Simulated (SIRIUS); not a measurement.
# CaF2 (Fluorite) (Fm-3m) in SIRIUS: convergence with k mesh

Aim: find how far k mesh must go before the results for CaF2 (Fluorite) settle, at PBEsol. This setting moves, with any that are tied to it; all else stays.

Everything below comes from runs of SIRIUS 7.10.0. Logs are shortened: lines on timing, memory, paths and dates and some standing lists are left out, and cuts for length are marked. The log counts tension as positive stress, the text compression.

### 1 The crystal as given

It takes space group Fm-3m (No. 225, cubic). Conventional cell: a = 5.462 Å, b = 5.462 Å, c = 5.462 Å, α = 90.00°, β = 90.00°, γ = 90.00°. Around Ca (site symmetry m-3m) lie 8 F at 2.37 Å. F (site symmetry -43m) has 4 Ca at 2.37 Å as nearest neighbours.

### 2 With k mesh 2 × 2 × 2

Contents of sirius.json:

```json
{
  "control": {
    "processing_unit": "cpu",
    "verbosity": 2,
    "num_bands_to_print": 20,
    "print_forces": true,
    "print_stress": true
  },
  "parameters": {
    "electronic_structure_method": "pseudopotential",
    "xc_functionals": ["XC_GGA_X_PBE_SOL", "XC_GGA_C_PBE_SOL"],
    "gk_cutoff": 6.4,
    "pw_cutoff": 20.0,
    "ngridk": [2, 2, 2],
    "shiftk": [0, 0, 0],
    "smearing": "gaussian",
    "smearing_width": 0.0018374661,
    "num_bands": 20,
    "num_mag_dims": 0,
    "num_dft_iter": 100,
    "energy_tol": 1e-08,
    "density_tol": 1e-06
  },
  "iterative_solver": {
    "type": "davidson",
    "min_tolerance": 1e-10
  },
  "mixer": {
    "type": "anderson",
    "beta": 0.7,
    "max_history": 8
  },
  "settings": {
    "tol_ne": 1e-10
  },
  "unit_cell": {
    "lattice_vectors": [
      [0.0, 5.160842046353, 5.160842046353],
      [5.160842046353, 0.0, 5.160842046353],
      [5.160842046353, 5.160842046353, 0.0]
    ],
    "atom_coordinate_units": "lattice",
    "atom_types": ["Ca", "F"],
    "atom_files": {
      "Ca": "Ca.json",
      "F": "F.json"
    },
    "atoms": {
      "Ca": [
        [0.0, 0.0, 0.0]
      ],
      "F": [
        [0.75, 0.75, 0.75],
        [0.25, 0.25, 0.25]
      ]
    }
  }
}
```

Potentials or basis: GBRV 1.5 PBEsol (ultrasoft).

Started as:

```console
upf_to_json ca_pbesol_v1.uspp.F.UPF
upf_to_json f_pbesol_v1.4.uspp.F.UPF
OMP_NUM_THREADS=1 sirius.scf --input=sirius.json --output=out.json --task=0
```

The log of the run:

```text
[info] SIRIUS version : 7.10.0
[info] number of MPI ranks           : 1
[info] MPI grid                      : 1 1
[info] maximum number of OMP threads : 1
[fft] FFT context for density and potential
[fft] =====================================
[fft]   comm size                             : 1
[fft]   plane wave cutoff                     : 20
[fft]   grid size                             : 50 50 50   total : 125000
[fft]   grid limits                           : -24 25   -24 25   -24 25
[fft]   number of G-vectors within the cutoff : 18559
[fft]   local number of G-vectors             : 18559
[fft]   number of G-shells                    : 992
[fft] FFT context for coarse grid
[fft] =====================================
[fft]   comm size                             : 1
[fft]   plane wave cutoff                     : 12.8
[fft]   grid size                             : 32 32 32   total : 32768
[fft]   grid limits                           : -15 16   -15 16   -15 16
[fft]   number of G-vectors within the cutoff : 4861
[fft]   local number of G-vectors             : 4861
[fft]   number of G-shells                    : 295
[unit cell] lattice vectors
[unit cell]   a1 :       0.0000000000      5.1608420464      5.1608420464
[unit cell]   a2 :       5.1608420464      0.0000000000      5.1608420464
[unit cell]   a3 :       5.1608420464      5.1608420464      0.0000000000
[unit cell] reciprocal lattice vectors
[unit cell]   b1 :      -0.6087364475      0.6087364475      0.6087364475
[unit cell]   b2 :       0.6087364475     -0.6087364475      0.6087364475
[unit cell]   b3 :       0.6087364475      0.6087364475     -0.6087364475
[unit cell] unit cell volume :       274.91073389 [a.u.^3]
[unit cell] 1/sqrt(omega)    :         0.06031206
[unit cell] MT volume        :         0.00000000 ( 0.00%)
[unit cell] IT volume        :       274.91073389 (100.00%)
[unit cell] number of atom types : 2
[... 393 lines left out ...]
[ground_state]     0.000000    0.000000-20149.262528
[ground_state] === stress_har ===
[ground_state] -8244.095118   -0.000000    0.000000
[ground_state]    -0.000000-8244.095118    0.000000
[ground_state]     0.000000    0.000000-8244.095118
[ground_state] === stress_ewald ===
[ground_state] 21413.318453    0.000000   -0.000000
[ground_state]     0.00000021413.318453   -0.000000
[ground_state]    -0.000000   -0.00000021413.318453
[ground_state] === stress_vloc ===
[ground_state]  5318.892038    0.000000    0.000000
[ground_state]     0.000000 5318.892038   -0.000000
[ground_state]     0.000000   -0.000000 5318.892038
[ground_state] === stress_xc ===
[ground_state]  4161.382977    0.000000   -0.000000
[ground_state]     0.000000 4161.382977   -0.000000
[ground_state]    -0.000000   -0.000000 4161.382977
[ground_state] === stress_core ===
[ground_state]   907.026936    0.000000   -0.000000
[ground_state]     0.000000  907.026936   -0.000000
[ground_state]    -0.000000   -0.000000  907.026936
[ground_state] === stress_nonloc ===
[ground_state]   131.864965    0.000000   -0.000000
[ground_state]     0.000000  131.864965   -0.000000
[ground_state]    -0.000000   -0.000000  131.864965
[ground_state] === stress_us ===
[ground_state] -3521.853136   -0.000000    0.000000
[ground_state]    -0.000000-3521.853136    0.000000
[ground_state]     0.000000    0.000000-3521.853136
[ground_state] === stress_us_nl ===
[ground_state] -3389.988172   -0.000000   -0.000000
[ground_state]    -0.000000-3389.988172    0.000000
[ground_state]    -0.000000    0.000000-3389.988172
[ground_state] === stress_total ===
[ground_state]    17.274586    0.000000    0.000000
[ground_state]     0.000000   17.274586   -0.000000
[ground_state]     0.000000   -0.000000   17.274586
[ground_state] ==== total Forces in Ha/bohr =====
[ground_state] atom:    0, force:       0.0000000      0.0000000      0.0000000
[ground_state] atom:    1, force:       0.0000000      0.0000000     -0.0000000
[ground_state] atom:    2, force:      -0.0000000     -0.0000000      0.0000000
[ground_state] ==== ultrasoft contribution from Qij =====
[ground_state] atom:    0, force:       0.0000000      0.0000000      0.0000000
[ground_state] atom:    1, force:       0.0000000      0.0000000      0.0000000
[ground_state] atom:    2, force:      -0.0000000     -0.0000000     -0.0000000
[ground_state] ==== non-local contribution from Beta-projector =====
[ground_state] atom:    0, force:       0.0000000      0.0000000      0.0000000
[ground_state] atom:    1, force:       0.0000000      0.0000000     -0.0000000
[ground_state] atom:    2, force:      -0.0000000     -0.0000000      0.0000000
[ground_state] ==== contribution from local potential =====
[ground_state] atom:    0, force:       0.0000000      0.0000000      0.0000000
[ground_state] atom:    1, force:       0.0000000      0.0000000      0.0000000
[ground_state] atom:    2, force:      -0.0000000     -0.0000000     -0.0000000
[ground_state] ==== contribution from core density =====
[ground_state] atom:    0, force:       0.0000000      0.0000000      0.0000000
[ground_state] atom:    1, force:       0.0000000      0.0000000      0.0000000
[ground_state] atom:    2, force:       0.0000000      0.0000000      0.0000000
[ground_state] ==== Ewald forces from ions =====
[ground_state] atom:    0, force:       0.0000000      0.0000000      0.0000000
[ground_state] atom:    1, force:       0.0000000      0.0000000      0.0000000
[ground_state] atom:    2, force:       0.0000000      0.0000000      0.0000000
[~DFT_ground_state] local op. applied: 1844
[~DFT_ground_state] evp. work count: 347.15
[~DFT_ground_state] number of iterative solver steps: 90
```

It took 8.3 s on 1 thread of Arm Neoverse V1, shared host; peak memory 0.27 GiB.

What came out:

| Item | Value |
| --- | --- |
| Free energy | -2345.9597 eV |
| Pressure | -1.7 GPa |
| Band gap on the k mesh | 7.09 eV, indirect (least direct gap 7.35 eV) |

### 3 With k mesh 3 × 3 × 3

Edit sirius.json of step 2 so:

```diff
@@ -13,3 +13,3 @@
     "pw_cutoff": 20.0,
-    "ngridk": [2, 2, 2],
+    "ngridk": [3, 3, 3],
     "shiftk": [0, 0, 0],
```

Potentials or basis: GBRV 1.5 PBEsol (ultrasoft).

Started as:

```console
upf_to_json ca_pbesol_v1.uspp.F.UPF
upf_to_json f_pbesol_v1.4.uspp.F.UPF
OMP_NUM_THREADS=1 sirius.scf --input=sirius.json --output=out.json --task=0
```

Wall time 8.3 s (1 thread of Arm Neoverse V1, shared host); peak memory 0.27 GiB.

Results:

| Property | Result |
| --- | --- |
| Free energy | -2345.9981 eV |
| Pressure | -2.2 GPa |
| Band gap on the k mesh | 7.26 eV, indirect (least direct gap 7.36 eV) |

### 4 With k mesh 4 × 4 × 4

Edit sirius.json of step 3 so:

```diff
@@ -13,3 +13,3 @@
     "pw_cutoff": 20.0,
-    "ngridk": [3, 3, 3],
+    "ngridk": [4, 4, 4],
     "shiftk": [0, 0, 0],
```

Started as:

```console
upf_to_json ca_pbesol_v1.uspp.F.UPF
upf_to_json f_pbesol_v1.4.uspp.F.UPF
OMP_NUM_THREADS=1 sirius.scf --input=sirius.json --output=out.json --task=0
```

Wall time 10 s (1 thread of Arm Neoverse V1, shared host); peak memory 0.28 GiB.

What came out:

```
Free energy            : -2345.9995 eV
Pressure               : -2.1 GPa
Band gap on the k mesh : 7.10 eV, indirect (least direct gap 7.36 eV)
```

### 5 With k mesh 6 × 6 × 6

Edit sirius.json of step 4 so:

```diff
@@ -13,3 +13,3 @@
     "pw_cutoff": 20.0,
-    "ngridk": [4, 4, 4],
+    "ngridk": [6, 6, 6],
     "shiftk": [0, 0, 0],
@@ -37,6 +37,7 @@
     "lattice_vectors": [
-      [0.0, 5.160842046353, 5.160842046353],
-      [5.160842046353, 0.0, 5.160842046353],
-      [5.160842046353, 5.160842046353, 0.0]
+      [0.0, 0.707106781187, 0.707106781187],
+      [0.707106781187, 0.0, 0.707106781187],
+      [0.707106781187, 0.707106781187, 0.0]
     ],
+    "lattice_vectors_scale": 7.2985328152,
     "atom_coordinate_units": "lattice",
```

Started as:

```console
upf_to_json ca_pbesol_v1.uspp.F.UPF
upf_to_json f_pbesol_v1.4.uspp.F.UPF
OMP_NUM_THREADS=1 sirius.scf --input=sirius.json --output=out.json --task=0
```

Run time: 14 s. Hardware: 1 thread of Arm Neoverse V1, shared host; peak memory 0.29 GiB.

The run converged. Its results:

```
Free energy            : -2345.9994 eV
Pressure               : -2.2 GPa
Band gap on the k mesh : 7.10 eV
```

### 6 With k mesh 7 × 7 × 7

Edit sirius.json of step 5 so:

```diff
@@ -13,3 +13,3 @@
     "pw_cutoff": 20.0,
-    "ngridk": [6, 6, 6],
+    "ngridk": [7, 7, 7],
     "shiftk": [0, 0, 0],
@@ -37,7 +37,6 @@
     "lattice_vectors": [
-      [0.0, 0.707106781187, 0.707106781187],
-      [0.707106781187, 0.0, 0.707106781187],
-      [0.707106781187, 0.707106781187, 0.0]
+      [0.0, 5.160842046353, 5.160842046353],
+      [5.160842046353, 0.0, 5.160842046353],
+      [5.160842046353, 5.160842046353, 0.0]
     ],
-    "lattice_vectors_scale": 7.2985328152,
     "atom_coordinate_units": "lattice",
```

Potentials or basis: GBRV 1.5 PBEsol (ultrasoft).

Started as:

```console
upf_to_json ca_pbesol_v1.uspp.F.UPF
upf_to_json f_pbesol_v1.4.uspp.F.UPF
OMP_NUM_THREADS=1 sirius.scf --input=sirius.json --output=out.json --task=0
```

Wall time 16 s (1 thread of Arm Neoverse V1, shared host); peak memory 0.3 GiB.

It converged, with:

- Free energy: -2345.9994 eV
- Pressure: -2.2 GPa
- Band gap on the k mesh: 7.13 eV

### 7 With k mesh 8 × 8 × 8

Edit sirius.json of step 6 so:

```diff
@@ -13,3 +13,3 @@
     "pw_cutoff": 20.0,
-    "ngridk": [7, 7, 7],
+    "ngridk": [8, 8, 8],
     "shiftk": [0, 0, 0],
```

Started as:

```console
upf_to_json ca_pbesol_v1.uspp.F.UPF
upf_to_json f_pbesol_v1.4.uspp.F.UPF
OMP_NUM_THREADS=1 sirius.scf --input=sirius.json --output=out.json --task=0
```

Wall time 19 s (1 thread of Arm Neoverse V1, shared host); peak memory 0.32 GiB.

The run converged. Its results:

```yaml
Free_energy: -2345.9993 eV
Pressure: -2.2 GPa
Band_gap_on_the_k_mesh: 7.10 eV
```

### 8 With k mesh 10 × 10 × 10

Edit sirius.json of step 7 so:

```diff
@@ -13,3 +13,3 @@
     "pw_cutoff": 20.0,
-    "ngridk": [8, 8, 8],
+    "ngridk": [10, 10, 10],
     "shiftk": [0, 0, 0],
```

Started as:

```console
upf_to_json ca_pbesol_v1.uspp.F.UPF
upf_to_json f_pbesol_v1.4.uspp.F.UPF
OMP_NUM_THREADS=1 sirius.scf --input=sirius.json --output=out.json --task=0
```

It took 27 s on 1 thread of Arm Neoverse V1, shared host; peak memory 0.36 GiB.

Results (log left out):

```
Free energy            : -2345.9994 eV
Pressure               : -2.2 GPa
Band gap on the k mesh : 7.10 eV
```

### 9 With k mesh 12 × 12 × 12

Edit sirius.json of step 8 so:

```diff
@@ -13,3 +13,3 @@
     "pw_cutoff": 20.0,
-    "ngridk": [10, 10, 10],
+    "ngridk": [12, 12, 12],
     "shiftk": [0, 0, 0],
```

Potentials or basis: GBRV 1.5 PBEsol (ultrasoft).

Started as:

```console
upf_to_json ca_pbesol_v1.uspp.F.UPF
upf_to_json f_pbesol_v1.4.uspp.F.UPF
OMP_NUM_THREADS=1 sirius.scf --input=sirius.json --output=out.json --task=0
```

Wall time 39 s (1 thread of Arm Neoverse V1, shared host); peak memory 0.41 GiB.

Results (log left out):

| Quantity | Value |
| --- | --- |
| Free energy | -2345.9994 eV |
| Pressure | -2.2 GPa |
| Band gap on the k mesh | 7.10 eV |

### 10 Summary

```tsv
k mesh	energy less the tightest run, at zero smearing (meV/atom)	pressure (GPa)	gap on the mesh (eV)	SCF cycles	CPU time (s)	peak memory (GiB)
2 × 2 × 2	13.22	-1.73	7.089	16	8.3	0.27
3 × 3 × 3	0.44	-2.16	7.262	14	8.3	0.27
4 × 4 × 4	-0.02	-2.15	7.103	16	10	0.28
6 × 6 × 6	-0.01	-2.15	7.103	15	14	0.29
7 × 7 × 7	0.00	-2.16	7.134	16	16	0.3
8 × 8 × 8	0.03	-2.16	7.103	14	19	0.32
10 × 10 × 10	0.00	-2.16	7.103	14	27	0.36
12 × 12 × 12	0.00	-2.16	7.103	15	39	0.41
```

Against the tightest run, the energy stays within 1 meV/atom from 3 × 3 × 3 on; the pressure stays within 0.1 GPa from 3 × 3 × 3 on; the gap on the mesh stays within 0.01 eV from 8 × 8 × 8 on. Meshes of other sizes hit other points, so gaps and Fermi surfaces needn't settle smoothly. The tightest run that finished is the yardstick and may itself not be fully converged.
